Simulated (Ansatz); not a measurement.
The system is GaCuSe2.

```xyz
8
Lattice="-2.8096 2.8096 5.5130 2.8096 -2.8096 5.5130 2.8096 2.8096 -5.5130" Properties=species:S:1:pos:R:3 pbc="T T T"
Se    1.4048   -1.4013    4.1348
Se    1.4013    1.4048    6.8913
Se    1.4048    4.2108   -1.3783
Se    1.4083    1.4048    1.3783
Ga    2.8096    0.0000    2.7565
Ga    0.0000    0.0000    5.5130
Cu    0.0000    2.8096    2.7565
Cu    0.0000    0.0000    0.0000
```

```yaml
Program: Ansatz 0.2.0
Task: relaxation of cell and atoms
Functional: PBEsol
Potentials_or_basis: Ansatz PAW
Cutoff: "420 eV (not typed: the program's choice for these potentials)"
k_mesh: 7 × 7 × 7
Occupations: fermi-dirac, width 0.05 eV
Spin: no spin polarisation
```

At the start: volume 21.76 Å³/atom.

Task: Where does the relaxation end?

Result: It ends after 5 steps and the volume is 21.47 Å³/atom (-1.3 %); space group I-42d (No. 122, to 0.05 Å).

Step by step:
| step | energy change (eV) | largest force (eV/Å) | volume (Å³) |
| --- | --- | --- | --- |
| 1 | 0.0000 | 0.4329 | 174.07 |
| 2 | -0.0426 | 0.1520 | 172.76 |
| 3 | -0.0497 | 0.0304 | 171.89 |
| 4 | -0.0501 | 0.0007 | 171.79 |
| 5 | -0.0495 | 0.0007 | 171.79 |

Final structure:
```cif
data_structure
_symmetry_space_group_name_H-M 'P 1'
_symmetry_Int_Tables_number 1
_cell_length_a 6.7951
_cell_length_b 6.7951
_cell_length_c 6.7951
_cell_angle_alpha 131.610
_cell_angle_beta 131.610
_cell_angle_gamma 70.846
_cell_volume 171.79
loop_
_atom_site_label
_atom_site_type_symbol
_atom_site_fract_x
_atom_site_fract_y
_atom_site_fract_z
_atom_site_occupancy
Se1 Se 0.11679 0.62500 0.99179 1
Se2 Se 0.87500 0.88321 0.50821 1
Se3 Se 0.63321 0.12500 0.00821 1
Se4 Se 0.37500 0.36679 0.49179 1
Ga1 Ga 0.25000 0.75000 0.50000 1
Ga2 Ga 0.50000 0.50000 0.00000 1
Cu1 Cu 0.75000 0.25000 0.50000 1
Cu2 Cu 0.00000 0.00000 0.00000 1
```

Caveat: the plane-wave basis is chosen anew once the cell has moved, so the energies of steps on either side of that aren't comparable; the PAW data sets come from PBE, with cores solved anew for the run's functional, which leaves a small shift of forces and pressure.
